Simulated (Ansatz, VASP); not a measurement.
SrO: VASP beside Ansatz

```
Sr O
1.0
     3.55329    0.00000    0.00000
    -1.77664    3.07724    0.00000
     0.00000    0.00000    6.21730
Sr O
2 2
Cartesian
  0.0000 2.0515 1.5543
  1.7766 1.0257 4.6630
  0.0000 0.0000 -0.5000
  0.0000 0.0000 2.6087
```

Change from the starting cell: all O atoms moved -0.500 Å, as atom 3 along Cartesian [0 0 1].

Alike in both runs: task single point; functional LDA; k mesh 9 × 9 × 4; occupations gaussian, width 0.05 eV; no spin polarisation.

|  | VASP | Ansatz |
| --- | --- | --- |
| version | VASP 6.6.1 | Ansatz 0.2.0 |
| potentials or method | VASP PAW LDA potentials, release 64 (Sr_sv, O) | scalar-relativistic, plane waves, PAW |
| plane-wave cutoff (eV) | 520 | 420 |
| valence electrons in the cell | 32 | 32 |

|  | VASP | Ansatz | Ansatz less VASP |
| --- | --- | --- | --- |
| gap on the k mesh at the Fermi level (eV) | 3.20 | 3.18 | -0.019 |
| least direct gap on the mesh (eV) | 3.62 | 3.60 | -0.026 |
| pressure (GPa) | 3.1 | 2.1 | -1.01 |
| largest component of the traceless stress (GPa) | 1.56 | 1.26 | -0.298 |
| rms of the force components (eV/Å) | 0.788 | 0.735 | -0.0526 |

Atom by atom the forces differ by 0.053 eV/Å (rms over components).

Caveats: an odd mesh through Γ misses points on the zone boundary, where band edges often lie; forces of over 1 eV/Å show positions far from the minimum, so gaps and moduli don't describe the material at rest.
